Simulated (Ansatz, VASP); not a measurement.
# One calculation of MgS, two programs

File POSCAR:

```
MgS
1.0
    3.6454348054      0.0000000000      0.0000000000
   -1.8227174027      3.1570391493      0.0000000000
    0.0000000000      0.0000000000      5.8449061744
Mg S
2 2
Direct
    0.0000000000      0.0000000000      0.0000000000
    0.0000000000      0.0000000000      0.5000000000
    0.3333333333      0.6666666667      0.2500000000
    0.6666666667      0.3333333333      0.7500000000
```

INCAR.step1

```
PREC = Accurate
ENCUT = 520
EDIFF = 1E-5
ISMEAR = 0
SIGMA = 0.01
LREAL = False
LASPH = True
NELM = 100
ALGO = Normal
ISIF = 2
LWAVE = True
GGA = PE
NBANDS = 16
```

File INCAR.step2:

```
PREC = Accurate
ENCUT = 520
EDIFF = 1E-6
ISMEAR = 0
SIGMA = 0.01
LREAL = False
LASPH = True
NELM = 100
ALGO = Normal
ISIF = 2
LWAVE = False
LCHARG = True
GGA = PE
LHFCALC = True
HFSCREEN = 0.2079
PRECFOCK = Normal
LELF = True
LVHAR = True
ISTART = 1
NBANDS = 16
```

File KPOINTS:

```
regular mesh
0
Gamma
  6 6 4
```

Input for Ansatz:

```yaml
crystal:
  lattice:
    - [3.6454348054, 0.0, 0.0]
    - [-1.8227174027, 3.1570391493, 0.0]
    - [0.0, 0.0, 5.8449061744]
  atoms:
    - { symbol: Mg, position: [0.0, 0.0, 0.0] }
    - { symbol: Mg, position: [0.0, 0.0, 0.5] }
    - { symbol: S, position: [0.3333333333, 0.6666666667, 0.25] }
    - { symbol: S, position: [0.6666666667, 0.3333333333, 0.75] }
kpoints:
  mp_grid: { grid: [6, 6, 4] }
  band_path:
    path:
      - [0.0, 0.0, 0.0]
      - [0.5, 0.0, 0.0]
      - [0.3333333333, 0.3333333333, 0.0]
      - [0.0, 0.0, 0.5]
      - [0.5, 0.0, 0.5]
      - [0.3333333333, 0.3333333333, 0.5]
    npoints: 1
hamiltonian:
  xc: hse06
scf:
  occupations: { method: fixed }
  n_extra_bands: 5
output:
  forces: true
  stress: true
  eigenvalues: true
```

Change from the starting cell: uniaxial_z strain -4.9%.

Alike in both runs: task single point; functional HSE06; k mesh 6 × 6 × 4; no spin polarisation.

|  | VASP | Ansatz |
| --- | --- | --- |
| version | VASP 6.6.1 | Ansatz 0.2.0 |
| potentials or method | VASP PAW PBE potentials, release 64 (Mg, S) | plane waves, PAW |
| plane-wave cutoff (eV) | 520 | 420 |
| occupations | gaussian, width 0.01 eV | fixed |
| valence electrons in the cell | 16 | 32 |

Ansatz gave:

| Property | Result |
| --- | --- |
| gap on the k mesh at the Fermi level (eV) | 4.55 |
| pressure (GPa) | 4.2 |
| largest component of the traceless stress (GPa) | 5.56 |

Task: Estimate VASP's values.

Result: gap on the k mesh at the Fermi level (eV): 4.50; pressure (GPa): 3.9; largest component of the traceless stress (GPa): 5.50.

The two sets of potentials don't hold the same shells in valence. Ansatz warned: «stress_exchange_threshold_loose».

Caveats: the PAW data sets were made with another functional, which shifts forces and pressure a little (VASP). A k mesh can miss the band edges.
